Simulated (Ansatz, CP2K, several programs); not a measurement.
Energy against volume for an ordered 4-atom cell of ZnSnN2 on the zincblende lattice (P-4m2), at fixed shape and fractional coordinates, computed by several methods (PBE and r2SCAN, where shown, with plane waves in Ansatz); the cell shown is that of r2SCAN. With free coordinates or axes held, a curve is too stiff, and on another method's shape its minimum isn't the method's own volume. The symmetry is P-4m2 (No. 115, tetragonal); conventional cell a = 3.382 Å, c = 4.700 Å, 13.44 Å³ an atom. Zn has 4 N at 2.05 Å; N has 2 Zn at 2.05 Å and 2 Sn at 2.07 Å; Sn has 4 N at 2.07 Å. All values are calculated for a non-magnetic cell, which may be hypothetical. Energies count from each curve's lowest point; fits are third-order Birch-Murnaghan.

```xyz
4
Lattice="3.3820 0.0000 0.0000 0.0000 3.3820 0.0000 0.0000 0.0000 4.6996" Properties=species:S:1:pos:R:3 pbc="T T T"
Zn    0.0000    0.0000    0.0000
N     0.0000    1.6910    1.1507
Sn    1.6910    1.6910    2.3498
N     1.6910    0.0000    3.5490
```

**Question.** PBE/DZVP (CP2K), on the shape of the cell shown, gives
```tsv
V (Å³/atom)	E (meV/atom)
11.826	207.38
12.632	77.13
13.439	14.05
14.245	0.00
15.051	21.23
```
What equilibrium volume and bulk modulus follow?

**Answer.** V₀ = 14.12 Å³ an atom and B₀ = 128 GPa.

PBE/SZV (CP2K), on the shape of the cell shown:
```tsv
V (Å³/atom)	E (meV/atom)
11.826	255.38
12.632	105.86
13.439	27.28
14.245	0.00
15.051	10.59
```
V₀ = 14.39 Å³ an atom and B₀ = 126 GPa.

**Question.** r2SCAN, on the shape of its own relaxed cell, gives
```csv
V (Å³/atom),E (meV/atom)
12.632,26.93
13.036,6.34
13.439,0.00
13.842,5.73
14.245,21.65
```
What equilibrium volume and bulk modulus follow?

**Answer.** V₀ = 13.44 Å³ an atom and B₀ = 159 GPa.

PBE, on the shape of its own relaxed cell:
```csv
V (Å³/atom),E (meV/atom)
13.047,24.39
13.463,5.86
13.879,0.00
14.296,5.00
14.712,19.13
```
V₀ = 13.88 Å³ an atom and B₀ = 138 GPa.

light PBE (260 eV and a coarse mesh), on the shape of the cell shown:
```csv
V (Å³/atom),E (meV/atom)
12.364,102.09
12.901,31.41
13.439,0.00
13.976,0.56
14.514,15.23
15.051,32.57
```
The points scatter about the fit by more than 0.3 meV an atom, since at so low a cutoff the number of plane waves jumps with the volume, so no fit is quoted.
